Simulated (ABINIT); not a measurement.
# TaSi2 (P6_222) in ABINIT: notebook, part 2 of 2

ABINIT 10.8.3 (patched build).

**3. Relaxation of cell and atoms, PBEsol**

Input file run.abi:

```
pp_dirpath "./"
pseudos "Ta.upf, Si.upf"

acell 3*1.0
rprim
     9.0328908757     0.0000000000     0.0000000000
    -4.5164454379     7.8227129680     0.0000000000
     0.0000000000     0.0000000000    12.4041622820
ntypat 2
znucl 73 14
natom 9
typat 1 1 1 2 2 2 2 2 2
xred
     0.0000000000     0.5000000000     0.1666666667
     0.5000000000     0.5000000000     0.8333333333
     0.5000000000     0.0000000000     0.5000000000
     0.3333000000     0.1666500000     0.1666666667
     0.1666500000     0.8333500000     0.8333333333
     0.8333500000     0.6667000000     0.5000000000
     0.6667000000     0.8333500000     0.1666666667
     0.8333500000     0.1666500000     0.8333333333
     0.1666500000     0.3333000000     0.5000000000
chkprim 0
chksymtnons 0
tolsym 1.0e-6

ecut 29.0

kptopt 1
ngkpt 5 5 3
nshiftk 1
shiftk 0.0 0.0 0.0

ixc -116133

nband 38
occopt 3
tsmear 0.05 eV

nstep 100
tolvrs 1.0e-10

iomode 3
prtwf 0
prtden 0
prteig 0
prtebands 0
enunit 2

ionmov 2
ntime 60
tolmxf 0.0001
optcell 2
dilatmx 1.08
ecutsm 0.5
```

Potentials or basis: PseudoDojo NC SR PBEsol v0.4.1 standard.

The run is started by

```sh
mpirun --bind-to none -np 4 abinit run.abi > log 2>&1
```

run.abo:

```text
.Version 10.8.3 of ABINIT
 Symmetries : space group P6_2 2 2 (#180); Bravais hP (primitive hexag.)
================================================================================
 Values of the parameters that define the memory need of the present run
     intxc =       0    ionmov =       2      iscf =       7    lmnmax =       8
     lnmax =       8     mgfft =      72  mpssoang =       4    mqgrid =    3248
     natom =       9  nloc_mem =       1    nspden =       1   nspinor =       1
    nsppol =       1      nsym =      12    n1xccc =    2501    ntypat =       2
    occopt =       3   xclevel =       2
       mpw =        8280          nfft =      165888          nkpt =          10
================================================================================
================================================================================

--------------------------------------------------------------------------------
------------- Echo of variables that govern the present computation ------------
[... 1442 lines left out ...]
                       0.0000000000E+00  0.0000000000E+00  5.9880604007E-14
           xangst     -1.1922185827E+00  2.0649831589E+00  1.0897795727E+00
                       1.1922185827E+00  2.0649831589E+00  5.4488978634E+00
                       2.3844371653E+00 -2.1586461639E-16  3.2693387180E+00
                       1.1373138806E+00  6.5662847513E-01  1.0897795727E+00
                      -1.2471232848E+00  3.4733378427E+00  5.4488978634E+00
                       2.3844371653E+00  2.8167093676E+00  3.2693387180E+00
                       1.2471232847E+00  3.4733378427E+00  1.0897795727E+00
                       3.6315604501E+00  6.5662847513E-01  5.4488978634E+00
                      -8.3942913090E-12  1.3132569503E+00  3.2693387180E+00
             xred     -2.8813809081E-17  5.0000000000E-01  1.6666666667E-01
                       5.0000000000E-01  5.0000000000E-01  8.3333333333E-01
                       5.0000000000E-01 -5.2267887866E-17  5.0000000000E-01
                       3.1798248441E-01  1.5899124220E-01  1.6666666667E-01
                       1.5899124220E-01  8.4100875780E-01  8.3333333333E-01
                       8.4100875780E-01  6.8201751559E-01  5.0000000000E-01
                       6.8201751559E-01  8.4100875780E-01  1.6666666667E-01
                       8.4100875780E-01  1.5899124220E-01  8.3333333333E-01
                       1.5899124220E-01  3.1798248441E-01  5.0000000000E-01
 Calculation completed.
```

It took 5.9 min on 4 MPI ranks of Arm Neoverse V2, shared host; peak memory 0.48 GiB.

What came out:

* Free energy: -6008.9523 eV
* Relaxed volume: 14.31 Å³/atom
* Relaxed cell: a = 4.769 Å, b = 4.769 Å, c = 6.539 Å, α = 90.00°, β = 90.00°, γ = 120.00°
* Space group after relaxing (to 0.05 Å): P6_222 (No. 180)
* Energy gained by relaxing: 17.0 meV/atom
* Ionic steps: 8
* Pressure after relaxing: 0.0 GPa
* Band gap on the k mesh: none (metal or under the smearing width)
* Valence electrons inside the program's atomic spheres: Ta 9.31; Si 1.79

Forces in eV/Å, atoms in the order of the input:
```
Ta   0.000  0.000  0.000
Ta   0.000  0.000  0.000
Ta   0.000  0.000  0.000
Si   0.002  0.001  0.000
Si   0.002 -0.001  0.000
Si   0.000 -0.002  0.000
Si  -0.002 -0.001  0.000
Si  -0.002  0.001  0.000
Si   0.000  0.002  0.000
```

The path:
| step | energy change (eV) | largest force (eV/Å) | pressure (GPa) | volume (Å³) |
| --- | --- | --- | --- | --- |
| 1 | 0.0000 | 0.7539 | -1.21 | 129.88 |
| 2 | -0.0377 | 0.6688 | -0.67 | 129.40 |
| 3 | -0.1345 | 0.0444 | 1.72 | 127.48 |
| 4 | -0.1427 | 0.0814 | 0.78 | 128.12 |
| 5 | -0.1505 | 0.0443 | -0.34 | 128.92 |
| 6 | -0.1522 | 0.0097 | -0.40 | 129.00 |
| 7 | -0.1527 | 0.0048 | -0.15 | 128.87 |
| 8 | -0.1527 | 0.0022 | -0.02 | 128.78 |

Final structure:
```xyz
9
Lattice="4.7689 0.0000 0.0000 -2.3844 4.1300 0.0000 0.0000 0.0000 6.5387" Properties=species:S:1:pos:R:3 pbc="T T T"
Ta   -1.1922    2.0650    1.0898
Ta    1.1922    2.0650    5.4489
Ta    2.3844    0.0000    3.2693
Si    1.1373    0.6566    1.0898
Si   -1.2471    3.4733    5.4489
Si    2.3844    2.8167    3.2693
Si    1.2471    3.4733    1.0898
Si    3.6316    0.6566    5.4489
Si    0.0000    1.3133    3.2693
```

Levels at points of the mesh, in eV from the Fermi level:
```csv
k point,band 28,band 29,band 30,band 31,band 32,band 33,band 34,band 35,band 36,band 37
"(0.00, 0.00, 0.00)",-2.50,-2.44,-2.21,-2.21,-1.47,0.73,2.99,2.99,3.53,3.58
```

Spin-orbit coupling is left out, which matters for the levels of Ta.

**4. The reference run**

An earlier run on the cell as given: functional PBEsol; potentials or basis PseudoDojo NC SR PBEsol v0.4.1 standard; cutoff 789 eV; k mesh 7 × 7 × 4; occupations fermi-dirac, width 0.05 eV; no spin polarisation.

* Pressure: -1.3 GPa
* Largest force: 0.746 eV/Å
* Band gap on the k mesh: none (metal or under the smearing width)
* Valence electrons inside the program's atomic spheres: Ta 9.31, 9.32; Si 1.77

**5. Overview**

| task | level | potentials or basis | cell | k mesh | cutoff (eV) | cell freedom (optcell) | cutoff smearing ecutsm (Ha) | optimiser (ionmov) | force stop (Ha/bohr) | fine-grid cutoff | gap on the mesh (eV) | pressure (GPa) | relaxed volume (Å³/atom) |
| --- | --- | --- | --- | --- | --- | --- | --- | --- | --- | --- | --- | --- | --- |
| relaxation of cell and atoms | LDA | JTH PAW LDA v2.0 | relaxed | 7 × 7 × 4 | 517 | 2 | 0.5 | 2 | 0.0001 | 1034.03 eV | none | 0.0 | 14.04 |
| relaxation of cell and atoms | PBEsol | PseudoDojo NC SR PBEsol v0.4.1 standard | relaxed | 5 × 5 × 3 | 789 | 2 | 0.5 | 2 | 0.0001 | - | none | 0.0 | 14.31 |
| single point | PBEsol | PseudoDojo NC SR PBEsol v0.4.1 standard | as given | 7 × 7 × 4 | 789 | - | - | - | - | - | none | -1.3 | - |

Alike in all rows: no spin polarisation; smearing fermi-dirac 0.05 eV.

Caveats: the cell's inner coordinates are idealised or old, which leaves forces on the atoms (some runs).

Absolute energies hang on the potentials; compare differences alone.
